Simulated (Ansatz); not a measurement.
# ZnS: the cost of one run

Computed with Ansatz 0.2.0 (DFT PBE, scalar-relativistic, plane waves, PAW, unless a step's input says otherwise).

2 further runs of the same task are left out: 1 that didn't finish, 1 set aside as unsound or not needed.

## (1) The system as given

Symmetry: P6_3mc, No. 186, hexagonal system. The conventional cell has a = 3.845 Å, b = 3.845 Å, c = 6.305 Å, α = 90.00°, β = 90.00°, γ = 120.00°. Zn (site symmetry 3m) has 4 S at 2.36 Å as nearest neighbours. S (site symmetry 3m) has 4 Zn at 2.36 Å as nearest neighbours.

Structure file:

```
Zn S
1.0
     3.84549    0.00000    0.00000
    -1.92275    3.33029    0.00000
     0.00000    0.00000    6.30533
Zn S
2 2
Direct
  0.33333 0.66667 0.00522
  0.66667 0.33333 0.50522
  0.33333 0.66667 0.37978
  0.66667 0.33333 0.87978
```

It is the result of an earlier relaxation at this level (volume 20.19 Å³/atom; gap on the mesh: 2.08 eV).

## (2) Zero of energy

The reference gives a free energy of -8445.4574 eV, pressure -0.01 GPa, largest force 0.001 eV/Å and gap on the mesh 2.08 eV. It was computed beforehand with the settings of the runs below.

## (3) Setting up energy and stress against strain

The cell is strained by ε times the Voigt pattern (1, 1, 0, 0, 0, 0) (xx, yy, zz, yz, xz, xy; engineering shear), with fractional coordinates fixed (clamped ions). The stress on the pattern is the sum of the stress components weighted by it, tension positive.

## (4) At ε = -0.0200

The input, input.yaml:

```yaml
crystal:
  lattice:
    - [3.7685831291, 0.0, 0.0]
    - [-1.8842915645, 3.2636887261, 0.0]
    - [0.0, 0.0, 6.3053333047]
  atoms:
    - { symbol: Zn, position: [0.3333333333, 0.6666666667, 0.0052197899] }
    - { symbol: Zn, position: [0.6666666667, 0.3333333333, 0.5052197899] }
    - { symbol: S, position: [0.3333333333, 0.6666666667, 0.3797802101] }
    - { symbol: S, position: [0.6666666667, 0.3333333333, 0.8797802101] }
basis:
  ecutwfc: 420
kpoints:
  mp_grid: { grid: [12, 12, 4] }
hamiltonian:
  xc: pbe
scf:
  occupations: { method: gaussian, width: 0.05 }
output:
  forces: true
  stress: true
  eigenvalues: true
```

Launch:

```bash
$ ansatz run input.yaml --threads 1 --pin off --max-ram 2560MiB --backend cpu --events-out ev --progress --plain --runs-dir out
```

**Question.** How long does this run take on 1 thread of Arm Neoverse V2, shared host, and how much memory does it need?

About 7.8 s, with a peak of 0.34 GiB.
